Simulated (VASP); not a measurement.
# Y4N (Pm-3m) in VASP: reference runs

How does Y4N come out in PBE? The cell is run as given.

Everything below comes from runs of VASP 6.6.1. Logs are shortened: lines on timing, memory, paths and dates and some standing lists are left out, and cuts for length are marked.

## 1. The structure

It takes space group Pm-3m (No. 221, cubic). Conventional cell: a = 4.978 Å, b = 4.978 Å, c = 4.978 Å, α = 90.00°, β = 90.00°, γ = 90.00°. Y (site symmetry 4/mmm) has 2 N at 2.49 Å as nearest neighbours. Y (site symmetry m-3m) is surrounded by 12 Y at 3.52 Å. Around N (site symmetry m-3m) lie 6 Y at 2.49 Å.

The cell was built by a generator and needn't be a form met in nature.

## 2. Single point, PBE

Input file INCAR:

```
ALGO     = Normal         # electronic algorithm
EDIFF    = 1E-7           # SCF threshold, eV
ENCUT    = 520            # plane-wave cutoff, eV
GGA      = PE             # functional
ISIF     = 2              # what is computed and relaxed
ISMEAR   = -1             # smearing method
LASPH    = True           # aspherical terms in the spheres
LCHARG   = True           # write CHGCAR
LELF     = True           # ELF
LREAL    = False          # projectors in reciprocal space
LVHAR    = True         
LWAVE    = False          # write WAVECAR
NBANDS   = 32             # bands
NELM     = 80             # most SCF steps
PREC     = Accurate       # precision mode
SIGMA    = 0.05           # smearing width, eV
```

Input file KPOINTS:

```
k-points
0
Gamma
  6 6 6
```

Input file POSCAR:

```
Y4N
1.0
    4.9783300000      0.0000000000      0.0000000000
    0.0000000000      4.9783300000      0.0000000000
    0.0000000000      0.0000000000      4.9783300000
Y N
4 1
Direct
    0.0000000000      0.5000000000      0.5000000000
    0.5000000000      0.5000000000      0.0000000000
    0.5000000000      0.0000000000      0.5000000000
    0.0000000000      0.0000000000      0.0000000000
    0.5000000000      0.5000000000      0.5000000000
```

Potentials or basis: VASP PAW PBE potentials, release 64 (Y_sv, N).

The run is started by

```sh
$ cat potpaw_PBE.64/Y_sv/POTCAR potpaw_PBE.64/N/POTCAR > POTCAR
$ mpirun -np 1 vasp_std > vasp.out
```

OUTCAR:

```text
EDIFF = 1E-7
   ENCUT = 520
   GGA = PE
   ISIF = 2
   ISMEAR = -1
   LASPH = True
   LREAL = False
   NELM = 80
   PREC = Accurate

 ion  position               nearest neighbor table
   1  0.000  0.500  0.500-   5 2.49   5 2.49   4 3.52   2 3.52   2 3.52   4 3.52   3 3.52   4 3.52
                             4 3.52   2 3.52   3 3.52   3 3.52   2 3.52   3 3.52
   2  0.500  0.500  0.000-   5 2.49   5 2.49   4 3.52   1 3.52   1 3.52   3 3.52   3 3.52   3 3.52
                             4 3.52   3 3.52   1 3.52   4 3.52   1 3.52   4 3.52
   3  0.500  0.000  0.500-   5 2.49   5 2.49   4 3.52   1 3.52   2 3.52   4 3.52   1 3.52   2 3.52
                             2 3.52   2 3.52   1 3.52   4 3.52   4 3.52   1 3.52
   4  0.000  0.000  0.000-   1 3.52   2 3.52   3 3.52   1 3.52   3 3.52   1 3.52   2 3.52   1 3.52
                             2 3.52   3 3.52   3 3.52   2 3.52
   5  0.500  0.500  0.500-   1 2.49   2 2.49   3 2.49   2 2.49   3 2.49   1 2.49

  LATTYP: Found a simple cubic cell.
 ALAT       =     4.9783300000

  Lattice vectors:

 A1 = (   4.9783300000,   0.0000000000,   0.0000000000)
 A2 = (   0.0000000000,   4.9783300000,   0.0000000000)
 A3 = (   0.0000000000,   0.0000000000,   4.9783300000)

Analysis of symmetry for initial positions (statically):
=====================================================================
 Subroutine PRICEL returns:
 Original cell was already a primitive cell.

 Routine SETGRP: Setting up the symmetry group for a
 simple cubic supercell.

 Subroutine GETGRP returns: Found 48 space group operations
 (whereof 48 operations were pure point group operations)
 out of a pool of 48 trial point group operations.

The static configuration has the point symmetry O_h .

Analysis of symmetry for dynamics (positions and initial velocities):
=====================================================================
 Subroutine PRICEL returns:
 Original cell was already a primitive cell.

 Routine SETGRP: Setting up the symmetry group for a
 simple cubic supercell.

 Subroutine GETGRP returns: Found 48 space group operations
 (whereof 48 operations were pure point group operations)
 out of a pool of 48 trial point group operations.

The dynamic configuration has the point symmetry O_h .

 Subroutine INISYM returns: Found 48 space group operations
[... 96 lines left out ...]
   ENCUT  =  520.0 eV  38.22 Ry    6.18 a.u.   9.26  9.26  9.26*2*pi/ulx,y,z
   NELM   =     80;   NELMIN=  2; NELMDL= -5     # of ELM steps
   EDIFF  = 0.1E-06   stopping-criterion for ELM
   LREAL  =      F    real-space projection
   EDIFFG = 0.1E-05   stopping-criterion for IOM
   NSW    =      0    number of steps for IOM
   IBRION =     -1    ionic relax: 0-MD 1-quasi-New 2-CG
   NFREE  =      0    steps in history (QN), initial steepest desc. (CG)
   ISIF   =      2    stress and relaxation
   ISYM   =      2    0-nonsym 1-usesym 2-fastsym
   POTIM  = 0.5000    time-step for ionic-motion
   TEBEG  =    0.0;   TEEND  =   0.0 temperature during run
   PSTRESS=    0.0 pullay stress
   NELECT =      49.0000    total number of electrons
   NUPDOWN=      -1.0000    fix difference up-down
   EMIN   =  10.00;   EMAX   =-10.00  energy-range for DOS
   EFERMI =   0.00;   METHOD = LEGACY
   ISMEAR =    -1;   SIGMA  =   0.05  broadening in eV -4-tet -1-fermi 0-gaus
   EFERMI_NEDOS =   21; number of points for ismear=-14 and -15
   IALGO  =     38    algorithm
   IMIX   =      4    mixing-type and parameters
     AMIX     =   0.40;   BMIX     =  1.00
     AMIX_MAG =   1.60;   BMIX_MAG =  1.00
  volume/ion in A,a.u.               =      24.68       166.52
  Fermi-wavevector in a.u.,A,eV,Ry     =   1.203344  2.273991 19.701741  1.448037
  Thomas-Fermi vector in A             =   2.339100
   LORBIT       =      0    0 simple, 1 ext, 2 COOP (PROOUT), +10 PAW based schemes
   GGA     = PE    functional components
   LHFCALC =     F    Hartree Fock is set to
   AEXX    =    0.0000 exact exchange contribution
   IVDW    =     0    specifies the selected vdW correction
   LEPSILON=     F    determine dielectric tensor
   LRPA    =     F    only Hartree local field effects (RPA)
 non-spin polarized calculation
  energy-cutoff  :      520.00
  volume of cell :      123.38
 maximum number of plane-waves:      3362
 NGX is ok and might be reduce to    40
   NGX = 19   NGY = 19   NGZ = 19

 number of electron      49.0000001 magnetization

 Free energy of the ion-electron system (eV)
  ---------------------------------------------------
  ext. energy  EPLUGINS =         0.00000000
  ---------------------------------------------------
  free energy    TOTEN  =       -36.70814299 eV

  energy without entropy =      -36.64500132  energy(sigma->0) =      -36.67657216

 E-fermi :   3.7622     XC(G=0): -10.0029

 val. band max:        3.7603775135   @ k =   0.3333   0.1667   0.0000
 cond. band min:       3.7881579840   @ k =   0.5000   0.3333   0.1667
 fundamental gap:      0.0277804705
 Fermi energy:         3.7621986842

 k-point     1 :       0.0000    0.0000    0.0000
  band No.  band energies     occupation
      1     -38.8005      2.00000
      2     -38.5590      2.00000
      3     -38.4825      2.00000
      4     -38.4825      2.00000
      5     -19.0174      2.00000
      6     -19.0174      2.00000
[... 689 lines left out ...]
     31       5.5412      0.00000
     32       5.5412      0.00000

------------------------ aborting loop because EDIFF is reached ----------------------------------------

  FORCE on cell =-STRESS in cart. coord.  units (eV):
  Direction    XX          YY          ZZ          XY          YZ          ZX
  --------------------------------------------------------------------------------------
  -------------------------------------------------------------------------------------
  Total       -0.0358533     -0.0358533     -0.0358533      0.0000000     -0.0000000      0.0000000
  in kB       -0.4655744     -0.4655744     -0.4655744      0.0000000     -0.0000000      0.0000000
  external PRESSURE =      -0.4655744 kB  Pullay stress =       0.0000000 kB

 VOLUME and BASIS-vectors are now :
 -----------------------------------------------------------------------------
  energy-cutoff  :      520.00
  volume of cell :      123.38
      direct lattice vectors                 reciprocal lattice vectors
     4.978330000  0.000000000  0.000000000     0.200870573  0.000000000  0.000000000
     0.000000000  4.978330000  0.000000000     0.000000000  0.200870573  0.000000000
     0.000000000  0.000000000  4.978330000     0.000000000  0.000000000  0.200870573

 POSITION                                       TOTAL-FORCE (eV/Angst)
 -----------------------------------------------------------------------------------
      0.00000      2.48916      2.48916         0.000000      0.000000      0.000000
      2.48916      2.48916      0.00000         0.000000      0.000000      0.000000
      2.48916      0.00000      2.48916         0.000000      0.000000      0.000000
      0.00000      0.00000      0.00000         0.000000      0.000000      0.000000
      2.48916      2.48916      2.48916         0.000000      0.000000      0.000000
 -----------------------------------------------------------------------------------
    total drift:                               -0.000000     -0.000000     -0.000000

  FREE ENERGIE OF THE ION-ELECTRON SYSTEM (eV)
  ---------------------------------------------------
  free  energy   TOTEN  =       -36.7081429916 eV

  energy  without entropy=      -36.6450013195  energy(sigma->0) =      -36.67657216
```

OSZICAR:

```text
N       E                     dE             d eps       ncg     rms          rms(c)
DAV:   1     0.267224815924E+03    0.26722E+03   -0.24473E+04  1280   0.148E+03
DAV:   2    -0.133392908470E+02   -0.28056E+03   -0.26857E+03  1456   0.352E+02
DAV:   3    -0.401026297027E+02   -0.26763E+02   -0.25941E+02  2008   0.683E+01
DAV:   4    -0.418958330311E+02   -0.17932E+01   -0.17785E+01  1920   0.168E+01
DAV:   5    -0.419438731953E+02   -0.48040E-01   -0.48030E-01  1856   0.269E+00    0.443E+01
DAV:   6    -0.371849204473E+02    0.47590E+01   -0.37161E+01  1488   0.190E+01    0.410E+01
DAV:   7    -0.367525821351E+02    0.43234E+00   -0.38811E+00  1480   0.729E+00    0.255E+01
DAV:   8    -0.367134701793E+02    0.39112E-01   -0.72646E-01  1472   0.456E+00    0.206E+00
DAV:   9    -0.367090112413E+02    0.44589E-02   -0.13604E-01  1760   0.158E+00    0.105E+00
DAV:  10    -0.367082685672E+02    0.74267E-03   -0.13482E-02  1624   0.637E-01    0.327E-01
DAV:  11    -0.367081687483E+02    0.99819E-04   -0.24696E-03  1744   0.303E-01    0.238E-01
DAV:  12    -0.367081430113E+02    0.25737E-04   -0.54131E-04  1576   0.156E-01    0.804E-02
DAV:  13    -0.367081401162E+02    0.28951E-05   -0.10621E-04  1800   0.581E-02    0.298E-02
DAV:  14    -0.367081458019E+02   -0.56856E-05   -0.24428E-05  1576   0.305E-02    0.186E-02
DAV:  15    -0.367081439604E+02    0.18415E-05   -0.46582E-06  1504   0.123E-02    0.835E-03
DAV:  16    -0.367081430251E+02    0.93529E-06   -0.15792E-06  1448   0.588E-03    0.157E-03
DAV:  17    -0.367081429916E+02    0.33457E-07   -0.87263E-08   920   0.164E-03
   1 F= -.36708143E+02 E0= -.36676572E+02  d E =-.631417E-01
```

Run time: 3.5 min. Hardware: 1 thread of Intel Xeon Platinum 8175M at 2.50GHz (Skylake/Cascade Lake), shared host; peak memory 0.28 GiB.

Results:

* Free energy: -36.7081 eV
* Pressure: 0.0 GPa
* Band gap on the k mesh: none (metal or under the smearing width)
